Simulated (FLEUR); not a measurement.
# Si (Fd-3m) in FLEUR: a series of runs

Runs on Si. Level: PBE. Tasks: single point.

Program: FLEUR MaX-R8.1 (patched build s14). These are calculated values, not measurements. Logs are shortened: lines on timing, memory, paths and dates and some standing lists are left out, and cuts for length are marked.

## (1) The undisturbed crystal

It takes space group Fd-3m (No. 227, cubic). Conventional cell: a = 5.444 Å, b = 5.444 Å, c = 5.444 Å, α = 90.00°, β = 90.00°, γ = 90.00°. Around Si (site symmetry -43m) lie 4 Si at 2.36 Å.

## (2) Single point, PBE (cell strained at random)

The input, inp.xml:

```xml
<?xml version="1.0" encoding="UTF-8" standalone="no"?>
<fleurInput fleurInputVersion="0.39">
   <comment>
      Si                                                                                                  
   </comment>
   <calculationSetup>
      <cutoffs Kmax="4.2" Gmax="13.0" GmaxXC="13.0" numbands="0"/>
      <scfLoop itmax="50" minDistance="0.00001" maxIterBroyd="15" imix="Anderson" alpha="0.02" precondParam="0.0" spinf="2.0"/>
      <coreElectrons ctail="T" frcor="F" kcrel="0" coretail_lmax="0"/>
      <xcFunctional name="pbe" relativisticCorrections="F"/>
      <magnetism jspins="1"/>
      <soc l_soc="F" theta="0.0" phi="0.0" spav="F"/>
      <expertModes spex="0" secvar="F"/>
      <geometryOptimization l_f="F" forcealpha="1.0" forcemix="BFGS" epsdisp="0.00001" epsforce="0.00001"/>
      <ldaU l_linMix="F" mixParam="0.05" spinf="1.0"/>
   </calculationSetup>
   <cell>
      <bzIntegration valenceElectrons="24.0" mode="hist" fermiSmearingEnergy="0.00183747">
         <kPointListSelection listName="default-1"/>
         <!-- k-points included here -->
         <xi:include xmlns:xi="http://www.w3.org/2001/XInclude" href="kpts.xml"> </xi:include>
      </bzIntegration>
      <!-- symmetry operations included here -->
      <xi:include xmlns:xi="http://www.w3.org/2001/XInclude" href="sym.xml"> </xi:include>
      <bulkLattice scale="1.0">
         <bravaisMatrix>
            <row-1>    0.0345668702711832     4.9017001233639528     5.1208327647725680</row-1>
            <row-2>    5.3481857148231944    -0.1483888542080904     5.3037884892518417</row-2>
            <row-3>    5.1840611111755601     4.9205331339217162     0.0157338597134196</row-3>
         </bravaisMatrix>
      </bulkLattice>
   </cell>
   <atomSpecies>
      <species name="Silicon (Si)" element="Si" atomicNumber="14">
         <mtSphere radius="2.03" gridPoints="671" logIncrement="0.017"/>
         <atomicCutoffs lmax="7" lnonsphr="5"/>
         <electronConfig flipSpins="F">
            <coreConfig>(1s1/2)</coreConfig>
            <valenceConfig>(2s1/2) (2p1/2) (2p3/2) (3s1/2) (3p1/2) (3p3/2)</valenceConfig>
            <stateOccupation state="(3p1/2)" spinUp="0.333333" spinDown="0.333333"/>
            <stateOccupation state="(3p3/2)" spinUp="0.666667" spinDown="0.666667"/>
         </electronConfig>
         <energyParameters s="3" p="3" d="3" f="4"/>
         <lo type="SCLO" l="0" n="2" eDeriv="0"/>
         <lo type="SCLO" l="1" n="2" eDeriv="0"/>
         <lo type="SCLO" l="2" n="3" eDeriv="2"/>
         <lo type="SCLO" l="3" n="4" eDeriv="2"/>
      </species>
   </atomSpecies>
   <atomGroups>
      <atomGroup species="Silicon (Si)">
         <relPos label="                   1">3.000/8.000 3.000/8.000 3.000/8.000</relPos>
         <relPos label="                   2">-3.000/8.000 -3.000/8.000 -3.000/8.000</relPos>
         <force calculate="T" relaxXYZ="TTT"/>
      </atomGroup>
   </atomGroups>
   <output dos="F" band="F" slice="F">
      <checks vchk="F" cdinf="F"/>
      <bandDOS minEnergy="-.5*Htr" maxEnergy="0.5*Htr" sigma="0.015" storeEVData="T"/>
      <vacuumDOS vacdos="F" integ="F" star="F" nstars="0" locx1="0.0" locy1="0.0" locx2="0.0" locy2="0.0" nstm="0" tworkf="0.0"/>
      <unfoldingBand unfoldBand="F" supercellX="1" supercellY="1" supercellZ="1"/>
      <plotting iplot="0" polar="F">
         <plot TwoD="T" vec1="  1.0  0.0  0.0" vec2="  0.0  1.0  0.0" vec3="  0.0  0.0  1.0" zero="  0.0  0.0  0.0" file="plot"/>
      </plotting>
      <chargeDensitySlicing numkpt="0" minEigenval="0.0" maxEigenval="0.0" nnne="0" pallst="F"/>
      <specialOutput eonly="F"/>
      <magneticCircularDichroism mcd="F" energyLo="-10.0" energyUp="0.0"/>
   </output>
  <!-- We include the file relax.xml here to enable relaxations (see documentation) -->
  <xi:include xmlns:xi="http://www.w3.org/2001/XInclude" href="relax.xml"> <xi:fallback/> </xi:include>
</fleurInput>
```

The input, crystal.txt:

```
Si
&input cartesian=F /
0.0182920000  2.5938680000  2.7098280000
2.8301380000  -0.0785240000  2.8066440000
2.7432870000  2.6038340000  0.0083260000
1.8897261246
1.0 1.0 1.0

2
14 0.5000000000  0.5000000000  0.5000000000
14 0.7500000000  0.7500000000  0.7500000000

&kpt div1=6 div2=6 div3=6 gamma=T /
```

Potentials or basis: all-electron, FLAPW.

Started as:

```sh
$ inpgen -f crystal.txt -profile veryFastHighL
$ # inp.xml edited to the form shown
$ fleur
```

What it wrote:

```text
Welcome to FLEUR        (www.flapw.de)
      MaX-Release 8.1          (www.max-centre.eu)

 ========== k-point set info ==========
 Selected k-point list: default-1
 k-point list type: mesh
 6 x 6 x 6
 Number of k points: 112

 ------------Calculation Setup---------------------------
 Number of OMP-threads    :            1
 Number of basis functions:          404
 Approximate size of matrices (H+S) per k-point:         0.002 GB
 --------------------------------------------------------
 Iteration:     1   Distance:       7.99092945 me/bohr^3
 Iteration:     2   Distance:       7.81087435 me/bohr^3
 Iteration:     3   Distance:       1.06677912 me/bohr^3
 Iteration:     4   Distance:       0.90071895 me/bohr^3
 Iteration:     5   Distance:       0.22888486 me/bohr^3
 Iteration:     6   Distance:       0.09607867 me/bohr^3
 Iteration:     7   Distance:       0.01596172 me/bohr^3
 Iteration:     8   Distance:       0.00557329 me/bohr^3
 Iteration:     9   Distance:       0.00446082 me/bohr^3
 Iteration:    10   Distance:       0.00058545 me/bohr^3
 Iteration:    11   Distance:       0.00057905 me/bohr^3
 Iteration:    12   Distance:       0.00007034 me/bohr^3
 Iteration:    13   Distance:       0.00001759 me/bohr^3
 Iteration:    14   Distance:       0.00001890 me/bohr^3
 Iteration:    15   Distance:       0.00000097 me/bohr^3

 ********************************************************************
 Run finished successfully
 Stop message:
   all done
 ********************************************************************
```

out.xml (last iteration):

```text
<iteration numberForCurrentRun="   15" overallNumber="   15">
         <energyParameters units="Htr">
            <atomicEP atomType="1" spin="1" branch="3s" branchLowest="-4.70" branchHighest="1.34" value="-0.1606732798"/>
            <atomicEP atomType="1" spin="1" branch="3p" branchLowest="-3.08" branchHighest="1.83" value="0.0136196866"/>
            <atomicEP atomType="1" spin="1" branch="3d" branchLowest="-9.99" branchHighest="2.16" value="0.2010543631"/>
            <atomicEP atomType="1" spin="1" branch="4f" branchLowest="-9.99" branchHighest="4.57" value="0.3671612888"/>
            <loAtomicEP atomType="1" spin="1" branch="2s" branchLowest="-65.19" branchHighest="-4.70" value="-4.7009378155"/>
            <loAtomicEP atomType="1" spin="1" branch="2p" branchLowest="-9.99" branchHighest="-3.08" value="-3.0853001598"/>
            <loAtomicEP atomType="1" spin="1" branch="3d" branchLowest="-9.99" branchHighest="2.16" value="0.2010520592"/>
            <loAtomicEP atomType="1" spin="1" branch="4f" branchLowest="-9.99" branchHighest="4.57" value="0.3671601277"/>
         </energyParameters>
         <eigenvalues>
            <eigenvaluesAt spin="1" ikpt="1" k_x="0.00000000" k_y="0.00000000" k_z="0.00000000">
                      -4.7010667032       -4.7007890114       -3.0856996219       -3.0854511229       -3.0853405253
                      -3.0852479753       -3.0848208039       -3.0846014699       -0.2234316296        0.2089207462
                       0.2122554996        0.2228557648        0.2837959164        0.3143727268        0.3212616359
                       0.3428999905        0.4836259338        0.5078926157        0.5137020851
            </eigenvaluesAt>
            <eigenvaluesAt spin="1" ikpt="2" k_x="0.00000000" k_y="0.00000000" k_z="0.16666667">
                      -4.7010518552       -4.7008036250       -3.0856949269       -3.0854664952       -3.0854094090
                      -3.0851528992       -3.0848090882       -3.0846244695       -0.2098752628        0.1292990260
                       0.1904210649        0.2031954296        0.2891280133        0.3264038240        0.3443653384
                       0.4164465184        0.4609295239        0.4854053032        0.5509360229
            </eigenvaluesAt>
            <eigenvaluesAt spin="1" ikpt="3" k_x="0.00000000" k_y="0.00000000" k_z="0.33333333">
                      -4.7010147157       -4.7008407541       -3.0856905880       -3.0855017479       -3.0854676208
                      -3.0850251628       -3.0847953057       -3.0846756740       -0.1715676178        0.0202717340
                       0.1688541915        0.1827822301        0.2689461654        0.3309660287        0.3604188451
                       0.4894343958        0.5114544093        0.5139481084        0.5518883805
            </eigenvaluesAt>
            <eigenvaluesAt spin="1" ikpt="4" k_x="0.00000000" k_y="0.00000000" k_z="0.50000000">
                      -4.7009880881       -4.7008672180       -3.0856889848       -3.0855172219       -3.0854881748
                      -3.0849505370       -3.0848047003       -3.0847015193       -0.1347238981       -0.0415941077
                       0.1612208847        0.1756135625        0.2595081073        0.3233984255        0.3558022809
                       0.4969785708        0.5944952998        0.6101913668        0.6109236430
            </eigenvaluesAt>
         </eigenvalues>
         <bandgap value="0.0705729358" units="eV"/>
         <sumValenceSingleParticleEnergies value="-55.5903782302" units="Htr"/>
         <FermiEnergy value="0.2240225425" units="Htr"/>
         <valenceDensity>
            <mtCharges spin="1">
               <mtCharge atomType="1" total="9.8465486" s="2.7818732" p="6.9941489" d="0.0654291" f="0.0041297"/>
            </mtCharges>
            <spinDependentCharge spin="1" total="24.0000000" interstitial="4.3069029" mtSpheres="19.6930971"/>
            <totalCharge value="24.0000000000"/>
         </valenceDensity>
         <coreStates atomType="     1" atomicNumber=" 14" spin="1" kinEnergy="    185.6358470169" eigValSum="   -130.3885528701" lostElectrons=" 0.000000">
            <state n="1" l="0" j="0.5" energy="-65.1942764350" weight="1.0000000000"/>
         </coreStates>
         <allElectronCharges>
            <spinDependentCharge spin="1" total="28.0000000" interstitial="4.3069029" mtSpheres="23.6930971"/>
            <totalCharge value="28.0000000002"/>
         </allElectronCharges>
         <totalEnergy                                    value="     -580.0681672379" units="Htr">
            <sumOfEigenvalues                            value="     -316.3674839704">
               <coreElectrons value="-260.7771057402"/>
               <valenceElectrons value="-55.5903782302"/>
            </sumOfEigenvalues>
            <densityCoulombPotentialIntegral value="-844.1190206471"/>
            <densityEffectivePotentialIntegral value="-898.0415335741"/>
            <chargeDenXCDenIntegral value="-41.7537143191"/>
            <FockExchangeEnergyValence value="0.0000000000"/>
            <FockExchangeEnergyCore value="0.0000000000"/>
            <atomTypeDependentContributions atomType="1">
               <electronNucleiInteractionDifferentMTs value="682.5270410209"/>
               <MadelungTerm value="-15.4019511780"/>
            </atomTypeDependentContributions>
            <tkbTimesEntropy value="0.0000249583"/>
            <freeEnergy value="-580.0681921963"/>
            <extrapolationTo0K value="-580.0681797171"/>
         </totalEnergy>
         <densityConvergence units="me/bohr^3">
            <chargeDensity spin="1" distance="0.0000009724"/>
         </densityConvergence>
      </iteration>
```

Run time: 50 s. Hardware: 1 thread of AMD EPYC 7B13 (Zen 3), shared host; peak memory 0.07 GiB.

Results:

- Free energy: -15784.4596 eV
- Band gap on the k mesh: 0.07 eV, indirect (least direct gap 1.66 eV)
- Valence electrons inside the program's atomic spheres: Si 9.85 (radii Si 2.03 bohr)

Core levels (eV from the Fermi level):
| atom | levels |
| --- | --- |
| 1 Si | 1s1/2 -1780.1 |
| 2 Si | 1s1/2 -1780.1 |

## (3) Single point, PBE (cell stretched)

Changes to inp.xml since step 2:

```diff
@@ -6,4 +6,4 @@
    <calculationSetup>
-      <cutoffs Kmax="4.2" Gmax="13.0" GmaxXC="13.0" numbands="0"/>
-      <scfLoop itmax="50" minDistance="0.00001" maxIterBroyd="15" imix="Anderson" alpha="0.02" precondParam="0.0" spinf="2.0"/>
+      <cutoffs Kmax="4.5" Gmax="22.5" GmaxXC="22.5" numbands="0"/>
+      <scfLoop itmax="50" minDistance="0.001" maxIterBroyd="15" imix="Anderson" alpha="0.3" precondParam="0.0" spinf="2.0"/>
       <coreElectrons ctail="T" frcor="F" kcrel="0" coretail_lmax="0"/>
@@ -17,3 +17,3 @@
    <cell>
-      <bzIntegration valenceElectrons="24.0" mode="hist" fermiSmearingEnergy="0.00183747">
+      <bzIntegration valenceElectrons="24.0" mode="hist" fermiSmearingEnergy="0.00367493">
          <kPointListSelection listName="default-1"/>
@@ -26,5 +26,5 @@
          <bravaisMatrix>
-            <row-1>    0.0345668702711832     4.9017001233639528     5.1208327647725680</row-1>
-            <row-2>    5.3481857148231944    -0.1483888542080904     5.3037884892518417</row-2>
-            <row-3>    5.1840611111755601     4.9205331339217162     0.0157338597134196</row-3>
+            <row-1>    0.0000000000000000     5.2772114483097177     5.2772114483097177</row-1>
+            <row-2>    5.2772114483097177     0.0000000000000000     5.2772114483097177</row-2>
+            <row-3>    5.2772114483097177     5.2772114483097177     0.0000000000000000</row-3>
          </bravaisMatrix>
@@ -34,4 +34,4 @@
       <species name="Silicon (Si)" element="Si" atomicNumber="14">
-         <mtSphere radius="2.03" gridPoints="671" logIncrement="0.017"/>
-         <atomicCutoffs lmax="7" lnonsphr="5"/>
+         <mtSphere radius="2.12" gridPoints="701" logIncrement="0.016"/>
+         <atomicCutoffs lmax="8" lnonsphr="6"/>
          <electronConfig flipSpins="F">
```

The input, crystal.txt:

```
Si
&input cartesian=F /
0.0000000000  2.7925800356  2.7925800356
2.7925800356  0.0000000000  2.7925800356
2.7925800356  2.7925800356  0.0000000000
1.8897261246
1.0 1.0 1.0

2
14 0.5000000000  0.5000000000  0.5000000000
14 0.7500000000  0.7500000000  0.7500000000

&kpt div1=5 div2=5 div3=5 gamma=T /
```

Potentials or basis: all-electron, FLAPW.

Started as:

```sh
$ inpgen -f crystal.txt -profile moderate
$ # inp.xml edited to the form shown
$ fleur
```

What it wrote:

```text
Welcome to FLEUR        (www.flapw.de)
      MaX-Release 8.1          (www.max-centre.eu)

 ========== k-point set info ==========
 Selected k-point list: default-1
 k-point list type: mesh
 5 x 5 x 5
 Number of k points: 10

 ------------Calculation Setup---------------------------
 Number of OMP-threads    :            1
 Number of basis functions:          521
 Approximate size of matrices (H+S) per k-point:         0.004 GB
 --------------------------------------------------------
 Iteration:     1   Distance:       7.34412586 me/bohr^3
 Iteration:     2   Distance:       4.93553863 me/bohr^3
 Iteration:     3   Distance:       0.44842340 me/bohr^3
 Iteration:     4   Distance:       0.13372464 me/bohr^3
 Iteration:     5   Distance:       0.04266970 me/bohr^3
 Iteration:     6   Distance:       0.00841375 me/bohr^3
 Iteration:     7   Distance:       0.00090631 me/bohr^3

 ********************************************************************
 Run finished successfully
 Stop message:
   all done
 ********************************************************************
```

out.xml (last iteration):

```text
<iteration numberForCurrentRun="    7" overallNumber="    7">
         <energyParameters units="Htr">
            <atomicEP atomType="1" spin="1" branch="3s" branchLowest="-4.72" branchHighest="1.11" value="-0.1437489671"/>
            <atomicEP atomType="1" spin="1" branch="3p" branchLowest="-3.11" branchHighest="1.59" value="0.0393769177"/>
            <atomicEP atomType="1" spin="1" branch="3d" branchLowest="-9.99" branchHighest="1.98" value="0.2324727401"/>
            <atomicEP atomType="1" spin="1" branch="4f" branchLowest="-9.99" branchHighest="4.19" value="0.4000119704"/>
            <loAtomicEP atomType="1" spin="1" branch="2s" branchLowest="-65.22" branchHighest="-4.72" value="-4.7250309135"/>
            <loAtomicEP atomType="1" spin="1" branch="2p" branchLowest="-9.99" branchHighest="-3.11" value="-3.1095953137"/>
            <loAtomicEP atomType="1" spin="1" branch="3d" branchLowest="-9.99" branchHighest="1.98" value="0.2324701745"/>
            <loAtomicEP atomType="1" spin="1" branch="4f" branchLowest="-9.99" branchHighest="4.19" value="0.4000107250"/>
         </energyParameters>
         <eigenvalues>
            <eigenvaluesAt spin="1" ikpt="1" k_x="0.00000000" k_y="0.00000000" k_z="0.00000000">
                      -4.7251188301       -4.7249334046       -3.1097328430       -3.1097328430       -3.1097328430
                      -3.1092973006       -3.1092973006       -3.1092973006       -0.2241372020        0.1950145381
                       0.1950145381        0.1950145381        0.2843651519        0.2875178866        0.2875178866
                       0.2875178866        0.4759981210        0.4767723594        0.4767723594
            </eigenvaluesAt>
            <eigenvaluesAt spin="1" ikpt="2" k_x="0.00000000" k_y="0.00000000" k_z="0.20000000">
                      -4.7251059457       -4.7249463519       -3.1097447027       -3.1097447027       -3.1097191955
                      -3.1093129129       -3.1092861042       -3.1092861042       -0.2064894592        0.0874743999
                       0.1752614227        0.1752614227        0.2656360716        0.3152025258        0.3152025258
                       0.3926799386        0.4535615652        0.4535615652        0.5202869873
            </eigenvaluesAt>
            <eigenvaluesAt spin="1" ikpt="3" k_x="0.00000000" k_y="0.00000000" k_z="0.40000000">
[... 15 lines left out ...]
         <valenceDensity>
            <mtCharges spin="1">
               <mtCharge atomType="1" total="10.0108772" s="2.8587851" p="7.0785587" d="0.0677259" f="0.0046372"/>
            </mtCharges>
            <spinDependentCharge spin="1" total="24.0000000" interstitial="3.9782456" mtSpheres="20.0217544"/>
            <totalCharge value="24.0000000000"/>
         </valenceDensity>
         <coreStates atomType="     1" atomicNumber=" 14" spin="1" kinEnergy="    185.6371901565" eigValSum="   -130.4432294128" lostElectrons=" 0.000000">
            <state n="1" l="0" j="0.5" energy="-65.2216147064" weight="1.0000000000"/>
         </coreStates>
         <allElectronCharges>
            <spinDependentCharge spin="1" total="28.0000000" interstitial="3.9782456" mtSpheres="24.0217544"/>
            <totalCharge value="28.0000000004"/>
         </allElectronCharges>
         <totalEnergy                                    value="     -580.0675510765" units="Htr">
            <sumOfEigenvalues                            value="     -316.9590367222">
               <coreElectrons value="-260.8864588256"/>
               <valenceElectrons value="-56.0725778966"/>
            </sumOfEigenvalues>
            <densityCoulombPotentialIntegral value="-844.5699715507"/>
            <densityEffectivePotentialIntegral value="-898.4286670087"/>
            <chargeDenXCDenIntegral value="-41.7060772731"/>
            <FockExchangeEnergyValence value="0.0000000000"/>
            <FockExchangeEnergyCore value="0.0000000000"/>
            <atomTypeDependentContributions atomType="1">
               <electronNucleiInteractionDifferentMTs value="683.4305047630"/>
               <MadelungTerm value="-14.1156135515"/>
            </atomTypeDependentContributions>
            <tkbTimesEntropy value="0.0000666899"/>
            <freeEnergy value="-580.0676177664"/>
            <extrapolationTo0K value="-580.0675844215"/>
         </totalEnergy>
         <densityConvergence units="me/bohr^3">
            <chargeDensity spin="1" distance="0.0009063140"/>
         </densityConvergence>
      </iteration>
```

Wall time 12 s (1 thread of AMD EPYC 7B13 (Zen 3), shared host); peak memory 0.09 GiB.

The run converged, but some of its settings lie outside the range that counts as converged (typed here: minDistance = 0.001; k mesh = 5 × 5 × 5; alpha = 0.3), so its numbers aren't taken as properties of the crystal.

What came out:

```yaml
Free_energy: -15784.4440 eV
Band_gap_on_the_k_mesh: 0.71 eV, indirect (least direct gap 2.38 eV)
Valence_electrons_inside_the_program's_atomic_spheres: Si 10.01 (radii Si 2.12 bohr)
```

Caveat: an odd mesh through Γ misses points on the zone boundary, where band edges often lie.
